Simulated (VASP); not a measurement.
# BAs (F-43m) in VASP: settings compared

Aim: see how the results for BAs move with the level of theory and the settings. Levels: r2SCAN, PBEsol, PBE. Tasks: phonons, dielectric tensor, G0W0 quasiparticle levels.

All numbers are computed with VASP 6.6.1; they aren't measurements. Logs are shortened: lines on timing, memory, paths and dates and some standing lists are left out, and cuts for length are marked.

**1. Starting point**

The structure is cubic, space group F-43m (No. 216). Conventional cell: a = 4.786 Å, b = 4.786 Å, c = 4.786 Å, α = 90.00°, β = 90.00°, γ = 90.00°. B (site symmetry -43m) has 4 As at 2.07 Å as nearest neighbours. As (site symmetry -43m) has 4 B at 2.07 Å as nearest neighbours.

**2. Phonons, r2SCAN**

POSCAR reads:

```
BAs
1.0
    0.0000000000      2.3931785067      2.3931785067
    2.3931785067      0.0000000000      2.3931785067
    2.3931785067      2.3931785067      0.0000000000
  B               As
     1     1
Direct
     0.0000000000000000    0.0000000000000000    0.0000000000000000
     0.2500000000000000    0.2500000000000000    0.2500000000000000
```

INCAR.step1 reads:

```
SYSTEM = BAs
PREC     = Accurate       ! precision mode
ENCUT    = 600            ! plane-wave cutoff, eV
EDIFF    = 1E-8           ! SCF threshold, eV
ISMEAR   = 0              ! smearing method
SIGMA    = 0.03           ! smearing width, eV
LREAL    = .FALSE.        ! projectors in reciprocal space
LASPH    = .TRUE.         ! aspherical terms in the spheres
NELM     = 80             ! most SCF steps
ALGO     = Normal         ! electronic algorithm
ISIF     = 3              ! what is computed and relaxed
LWAVE    = .FALSE.        ! write WAVECAR
LCHARG   = .FALSE.        ! write CHGCAR
METAGGA  = R2SCAN         ! meta-GGA
LMIXTAU  = .TRUE.       
IBRION   = 2              ! ionic algorithm
NSW      = 40             ! ionic steps
EDIFFG   = -0.002         ! ionic threshold
```

INCAR.step2 reads:

```
SYSTEM = BAs
PREC     = Accurate       ! precision mode
ENCUT    = 600            ! plane-wave cutoff, eV
EDIFF    = 1E-8           ! SCF threshold, eV
ISMEAR   = 0              ! smearing method
SIGMA    = 0.03           ! smearing width, eV
LREAL    = .FALSE.        ! projectors in reciprocal space
LASPH    = .TRUE.         ! aspherical terms in the spheres
NELM     = 80             ! most SCF steps
ALGO     = Normal         ! electronic algorithm
ISIF     = 2              ! what is computed and relaxed
LWAVE    = .FALSE.        ! write WAVECAR
LCHARG   = .FALSE.        ! write CHGCAR
METAGGA  = R2SCAN         ! meta-GGA
LMIXTAU  = .TRUE.       
IBRION   = 6              ! ionic algorithm
NFREE    = 2            
POTIM    = 0.015          ! step
NSW      = 1              ! ionic steps
```

KPOINTS reads:

```
regular mesh
0
G
  10 10 10
  0 0 0
```

Potentials or basis: VASP PAW PBE potentials, release 64 (B, As).

The run is started by

```bash
$ cat potpaw_PBE.64/B/POTCAR potpaw_PBE.64/As/POTCAR > POTCAR
$ cp INCAR.step1 INCAR
$ mpirun -np 1 vasp_std > vasp.out
$ cp CONTCAR POSCAR
$ cp INCAR.step2 INCAR
$ mpirun -np 1 vasp_std > vasp.out
```

OUTCAR:

```text
SYSTEM = BAs
   PREC = Accurate
   ENCUT = 600
   EDIFF = 1E-8
   ISMEAR = 0
   LREAL = .FALSE.
   LASPH = .TRUE.
   NELM = 80
   ISIF = 2
   METAGGA = R2SCAN
   IBRION = 6
   NFREE = 2
   POTIM = 0.015
   NSW = 1

 ion  position               nearest neighbor table
   1  0.000  0.000  0.000-   2 2.07   2 2.07   2 2.07   2 2.07
   2  0.250  0.250  0.250-   1 2.07   1 2.07   1 2.07   1 2.07

  LATTYP: Found a face centered cubic cell.
 ALAT       =     4.7863570134

  Lattice vectors:

 A1 = (   0.0000000000,   2.3931785067,   2.3931785067)
 A2 = (   2.3931785067,   0.0000000000,   2.3931785067)
 A3 = (   2.3931785067,   2.3931785067,   0.0000000000)

Analysis of symmetry for initial positions (statically):
=====================================================================
 Subroutine PRICEL returns:
 Original cell was already a primitive cell.

 Routine SETGRP: Setting up the symmetry group for a
 face centered cubic supercell.

 Subroutine GETGRP returns: Found 24 space group operations
 (whereof 24 operations were pure point group operations)
 out of a pool of 48 trial point group operations.

The static configuration has the point symmetry T_d .

Analysis of symmetry for dynamics (positions and initial velocities):
=====================================================================
 Subroutine PRICEL returns:
 Original cell was already a primitive cell.

 Routine SETGRP: Setting up the symmetry group for a
 face centered cubic supercell.

 Subroutine GETGRP returns: Found 24 space group operations
 (whereof 24 operations were pure point group operations)
 out of a pool of 48 trial point group operations.

The dynamic configuration has the point symmetry T_d .

 Subroutine INISYM returns: Found 24 space group operations
 (whereof 24 operations are pure point group operations),
 and found     1 'primitive' translations

----------------------------------------------------------------------------------------

                                     Primitive cell

  volume of cell :      27.4129

  direct lattice vectors                    reciprocal lattice vectors
     0.000000000  2.393178507  2.393178507    -0.208927165  0.208927165  0.208927165
     2.393178507  0.000000000  2.393178507     0.208927165 -0.208927165  0.208927165
     2.393178507  2.393178507  0.000000000     0.208927165  0.208927165 -0.208927165

  length of vectors
     3.384465501  3.384465501  3.384465501     0.361872464  0.361872464  0.361872464

  position of ions in fractional coordinates (direct lattice)
     0.000000000  0.000000000  0.000000000
     0.250000000  0.250000000  0.250000000

  ion indices of the primitive-cell ions
   primitive index   ion index
                 1           1
                 2           2

----------------------------------------------------------------------------------------

 KPOINTS: regular mesh

Automatic generation of k-mesh.
 Grid dimensions read from file:
 generate k-points for:   10   10   10

 Generating k-lattice:

  Cartesian coordinates                     Fractional coordinates (reciprocal lattice)
    -0.020892716  0.020892716  0.020892716     0.100000000  0.000000000  0.000000000
     0.020892716 -0.020892716  0.020892716     0.000000000  0.100000000  0.000000000
     0.020892716  0.020892716 -0.020892716     0.000000000  0.000000000  0.100000000

  Length of vectors
     0.036187246  0.036187246  0.036187246

  Shift w.r.t. Gamma in fractional coordinates (k-lattice)
     0.000000000  0.000000000  0.000000000

 Subroutine IBZKPT returns following result:
 ===========================================

 Found     47 irreducible k-points:

 Following reciprocal coordinates:
            Coordinates               Weight
  0.000000  0.000000  0.000000      1.000000
  0.100000  0.000000  0.000000      8.000000
[... 33 lines left out ...]
   ISTART =      0    job   : 0-new  1-cont  2-samecut
   ICHARG =      2    charge: 1-file 2-atom 10-const
   ISPIN  =      1    spin polarized calculation?
   LNONCOLLINEAR =      F non collinear calculations
   LSORBIT =      F    spin-orbit coupling
   LASPH  =      T    aspherical Exc in radial PAW
   ENCUT  =  600.0 eV  44.10 Ry    6.64 a.u.   6.76  6.76  6.76*2*pi/ulx,y,z
   NELM   =     80;   NELMIN=  2; NELMDL=  0     # of ELM steps
   EDIFF  = 0.1E-07   stopping-criterion for ELM
   LREAL  =      F    real-space projection
   EDIFFG = 0.1E-06   stopping-criterion for IOM
   NSW    =     61    number of steps for IOM
   IBRION =      6    ionic relax: 0-MD 1-quasi-New 2-CG
   NFREE  =      2    steps in history (QN), initial steepest desc. (CG)
   ISIF   =      2    stress and relaxation
   ISYM   =      2    0-nonsym 1-usesym 2-fastsym
   POTIM  = 0.0150    time-step for ionic-motion
   TEBEG  =    0.0;   TEEND  =   0.0 temperature during run
   PSTRESS=    0.0 pullay stress
   NELECT =       8.0000    total number of electrons
   NUPDOWN=      -1.0000    fix difference up-down
   EMIN   =  10.00;   EMAX   =-10.00  energy-range for DOS
   EFERMI =   0.00;   METHOD = LEGACY
   ISMEAR =     0;   SIGMA  =   0.03  broadening in eV -4-tet -1-fermi 0-gaus
   EFERMI_NEDOS =   21; number of points for ismear=-14 and -15
   IALGO  =     38    algorithm
   IMIX   =      4    mixing-type and parameters
     AMIX     =   0.40;   BMIX     =  1.00
     AMIX_MAG =   1.60;   BMIX_MAG =  1.00
  volume/ion in A,a.u.               =      13.71        92.50
  Fermi-wavevector in a.u.,A,eV,Ry     =   1.085891  2.052037 16.043448  1.179160
  Thomas-Fermi vector in A             =   2.222016
   LORBIT       =      0    0 simple, 1 ext, 2 COOP (PROOUT), +10 PAW based schemes
   METAGGA = R2SCAN    functional components
   LHFCALC =     F    Hartree Fock is set to
   AEXX    =    0.0000 exact exchange contribution
   IVDW    =     0    specifies the selected vdW correction
   LEPSILON=     F    determine dielectric tensor
   LRPA    =     F    only Hartree local field effects (RPA)
 finite differences with symmetry
 non-spin polarized calculation
 Gauss-broadening in eV      SIGMA  =   0.03
  energy-cutoff  :      600.00
  volume of cell :       27.41
 maximum number of plane-waves:       941
   NGX = 13   NGY = 13   NGZ = 13

--------------------------------------- Ionic step        1  -------------------------------------------

 number of electron       8.0000000 magnetization

 Free energy of the ion-electron system (eV)
  ---------------------------------------------------
  ext. energy  EPLUGINS =         0.00000000
  ---------------------------------------------------
  free energy    TOTEN  =       -22.25755335 eV

  energy without entropy =      -22.25755335  energy(sigma->0) =      -22.25755335

------------------------ aborting loop because EDIFF is reached ----------------------------------------

  FORCE on cell =-STRESS in cart. coord.  units (eV):
  Direction    XX          YY          ZZ          XY          YZ          ZX
  --------------------------------------------------------------------------------------
  -------------------------------------------------------------------------------------
  Total        0.0022114      0.0022114      0.0022114     -0.0000000     -0.0000000     -0.0000000
  in kB        0.1292488      0.1292488      0.1292488     -0.0000000     -0.0000000     -0.0000000
  external PRESSURE =       0.1292488 kB  Pullay stress =       0.0000000 kB
[... 131 lines left out ...]
--------------------------------------- Ionic step        5  -------------------------------------------

 number of electron       8.0000000 magnetization

 Free energy of the ion-electron system (eV)
  ---------------------------------------------------
  ext. energy  EPLUGINS =         0.00000000
  ---------------------------------------------------
  free energy    TOTEN  =       -22.25564069 eV

  energy without entropy =      -22.25564069  energy(sigma->0) =      -22.25564069

 E-fermi :   6.2583     XC(G=0): -11.1067

 val. band max:        6.0696190928   @ k =   0.0000   0.0000   0.0000
 cond. band min:       7.3322745986   @ k =   0.0000   0.4000   0.4000
 fundamental gap:      1.2626555057
 Fermi energy:         6.2582968582

 k-point     1 :       0.0000    0.0000    0.0000
  band No.  band energies     occupation
      1     -10.1447      2.00000
      2       5.8456      2.00000
      3       5.9588      2.00000
      4       6.0696      2.00000
      5       9.3112      0.00000
      6       9.3953      0.00000
      7       9.4825      0.00000
      8      11.0317      0.00000
[... 243 lines left out ...]
 k-point    24 :       0.4000    0.3000    0.0000
  band No.  band energies     occupation
      1      -7.3711      2.00000
      2      -0.8816      2.00000
      3       1.8285      2.00000
      4       2.2937      2.00000
      5       7.8615      0.00000
      6       9.6629      0.00000
      7      15.3418      0.00000
      8      15.5908      0.00000

 [... further k-points ...]

------------------------ aborting loop because EDIFF is reached ----------------------------------------

  FORCE on cell =-STRESS in cart. coord.  units (eV):
  Direction    XX          YY          ZZ          XY          YZ          ZX
  --------------------------------------------------------------------------------------
  -------------------------------------------------------------------------------------
  Total        0.0026032      0.0059471      0.0059471      0.0000000      0.1004906      0.0000000
  in kB        0.1521466      0.3475850      0.3475850      0.0000000      5.8732810      0.0000000
  external PRESSURE =       0.2824389 kB  Pullay stress =       0.0000000 kB
[... 17 lines left out ...]
  FREE ENERGIE OF THE ION-ELECTRON SYSTEM (eV)
  ---------------------------------------------------
  free  energy   TOTEN  =       -22.2556406917 eV

  energy  without entropy=      -22.2556406917  energy(sigma->0) =      -22.25564069

 INTERNAL STRAIN TENSORS FROM DISPLACED ATOMS
 ============================================

 INTERNAL STRAIN TENSOR FOR ION    1 for displacements in x,y,z  (eV/Angst):
          X           Y           Z          XY          YZ          ZX
  --------------------------------------------------------------------------------
  x     0.00000    -0.00000    -0.00000     0.00000     6.69418     0.00000
  y    -0.00000     0.00000    -0.00000     0.00000     0.00000     6.69418
  z    -0.00000    -0.00000     0.00000     6.69418     0.00000     0.00000

 INTERNAL STRAIN TENSOR FOR ION    2 for displacements in x,y,z  (eV/Angst):
          X           Y           Z          XY          YZ          ZX
  --------------------------------------------------------------------------------
  x    -0.00000    -0.00000    -0.00000     0.00000    -6.69917     0.00000
  y    -0.00000     0.00000    -0.00000     0.00000     0.00000    -6.69917
  z    -0.00000    -0.00000    -0.00000    -6.69917     0.00000     0.00000

 Eigenvectors and eigenvalues of the dynamical matrix
 ----------------------------------------------------

   1 f  =   20.972813 THz   131.776074 2PiTHz  699.577756 cm-1    86.736548 meV
             X         Y         Z           dx          dy          dz
      0.000000  0.000000  0.000000     0.874058   -0.331580    0.000000
      1.196589  1.196589  1.196589    -0.331989    0.125942    0.000000
[... 21 lines left out ...]
   6 f/i=    0.000716 THz     0.004502 2PiTHz    0.023899 cm-1     0.002963 meV
             X         Y         Z           dx          dy          dz
      0.000000  0.000000  0.000000    -0.015796    0.250578    0.251076
      1.196589  1.196589  1.196589    -0.041588    0.659721    0.661030

 ELASTIC MODULI CONTR FROM IONIC RELAXATION (kBar)
 Direction    XX          YY          ZZ          XY          YZ          ZX
 --------------------------------------------------------------------------------
 XX          -0.0000     -0.0000     -0.0000      0.0000     -0.0000      0.0000
 YY          -0.0000     -0.0000      0.0000      0.0000     -0.0000     -0.0000
 ZZ          -0.0000      0.0000     -0.0000     -0.0000     -0.0000      0.0000
 XY           0.0000      0.0000     -0.0000   -154.1587      0.0000      0.0000
 YZ          -0.0000     -0.0000     -0.0000      0.0000   -154.1587      0.0000
 ZX           0.0000     -0.0000      0.0000      0.0000      0.0000   -154.1587
 --------------------------------------------------------------------------------
```

Wall time 6.3 min (1 thread of Intel Xeon 6975P-C (Granite Rapids), shared host); peak memory 0.23 GiB.

Results:

| Property | Result |
| --- | --- |
| Highest phonon frequency at Γ, LO-TO splitting left out | 700 cm⁻¹ |

Phonon frequencies in cm⁻¹ (negative: imaginary):
```csv
q point,frequencies
"(0.000, 0.000, 0.000)",0 0 0 700 700 700
```

Caveat: the PAW data sets were made with another functional, which shifts forces and pressure a little.

[end of part 1 of 3]
